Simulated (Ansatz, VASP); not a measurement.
**One calculation of Sb, two programs**

```
Sb
1.0
     3.16000    0.00000    0.00000
     0.00000    3.16000    0.00000
     0.00000    0.00000    3.16000
Sb
1
Direct
  0.00000 0.00000 0.00000
```

This isn't the form of Sb at room conditions, which is rhombohedral.

Alike in both runs: task single point; functional PBE; k mesh 8 × 8 × 8; occupations gaussian, width 0.025 eV; no spin polarisation.

```csv
,VASP,Ansatz
version,VASP 6.6.1,Ansatz 0.2.0
potentials or method,"VASP PAW PBE potentials, release 64 (Sb)",Ansatz PAW
plane-wave cutoff (eV),520,420
valence electrons in the cell,5,15
```

|  | VASP | Ansatz | Ansatz less VASP |
| --- | --- | --- | --- |
| gap on the k mesh at the Fermi level (eV) | none | none | - |
| pressure (GPa) | -2.3 | -2.3 | +0.04 |

A gap of «none» marks a metal or a gap that the smearing closes. The two sets of potentials don't hold the same shells in valence.

The runs have no spin-orbit coupling, so splittings on Sb are missing.
